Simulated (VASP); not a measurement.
The system is W.

```xyz
4
Lattice="4.2496 0.0000 0.0000 -2.1248 3.6803 0.0000 0.0000 0.0000 4.5371" Properties=species:S:1:pos:R:3 pbc="T T T"
W     0.0000    0.0000    0.5671
W    -1.0624    1.8401    4.4879
W     2.1248    0.0000    4.4879
W     1.0624    1.8401    4.4879
```

The cell was built by a generator and needn't be a form met in nature.

The cell isn't the ideal one: random cell with space group P6mm (No. 183).

```yaml
Program: VASP 6.6.1
Task: relaxation of cell and atoms
Functional: PBE
Potentials_or_basis: VASP PAW PBE potentials, release 64 (W_sv)
Cutoff: 600 eV
k_mesh: 6 × 6 × 4
Occupations: gaussian, width 0.1 eV
Spin: no spin polarisation
```

At the start: pressure 205.1 GPa; volume 17.74 Å³/atom.

Task: Where does the relaxation end?

Result: Over 38 steps the energy falls by 7570.8 meV/atom and the volume is 16.95 Å³/atom (-4.4 %); space group P6/mmm (No. 191, to 0.05 Å).

Step by step:
```csv
step,energy change (eV),largest force (eV/Å),pressure (GPa),volume (Å³)
1,0.0000,14.9960,205.08,70.96
2,68.7708,0.1642,-59.38,521.82
3,0.7884,1.1531,-16.67,243.50
4,-5.4839,1.4499,-21.69,201.36
5,-20.6301,0.7380,-23.03,127.30
6,-21.8869,3.2772,20.76,96.96
7,-22.7401,0.7075,-8.11,110.55
8,-22.8285,1.1225,-3.47,107.55
9,-22.8302,1.2464,-2.08,106.73
10,-23.1623,1.6113,-2.43,101.73
11,-25.0670,3.1195,-2.67,86.88
12,-27.8365,4.0014,63.54,57.89
13,-27.4265,4.7345,7.42,72.88
14,-28.4373,4.9888,23.88,65.35
15,-28.4640,4.6583,39.61,61.62
16,-28.5122,4.7619,34.93,62.58
17,-28.5386,4.6903,35.51,62.40
18,-28.5974,4.4510,37.53,61.86
19,-28.6219,4.0231,42.81,60.75
20,-28.6994,3.9536,41.19,60.97
21,-28.9142,3.7485,36.49,61.61
22,-29.2703,3.3277,27.85,62.91
23,-29.7299,2.6204,12.87,65.55
24,-29.7228,1.5031,-9.48,70.99
25,-29.8615,1.9652,0.04,68.33
26,-29.8625,2.0258,1.25,68.03
27,-29.9063,1.9614,0.62,68.16
28,-30.0058,1.7709,-1.15,68.55
29,-30.0842,1.3537,-4.17,69.29
30,-30.0866,1.3036,-4.60,69.40
31,-30.1269,1.2360,-2.20,68.70
32,-30.1759,1.0836,5.11,66.75
33,-30.2080,0.9003,4.40,66.84
34,-30.2689,0.3429,2.62,67.14
35,-30.2422,0.6808,0.50,67.75
36,-30.2809,0.0636,1.62,67.37
37,-30.2809,0.0360,1.68,67.36
38,-30.2831,0.0146,-0.18,67.81
```

Final structure:
```
CELL_PARAMETERS angstrom
5.32879 0.00000 0.00000
-2.66439 4.61486 0.00000
0.00000 0.00000 2.75749
ATOMIC_POSITIONS crystal
W 0.00000 0.00000 0.39746
W 0.00000 0.50000 0.89835
W 0.50000 0.00000 0.89835
W 0.50000 0.50000 0.89835
```
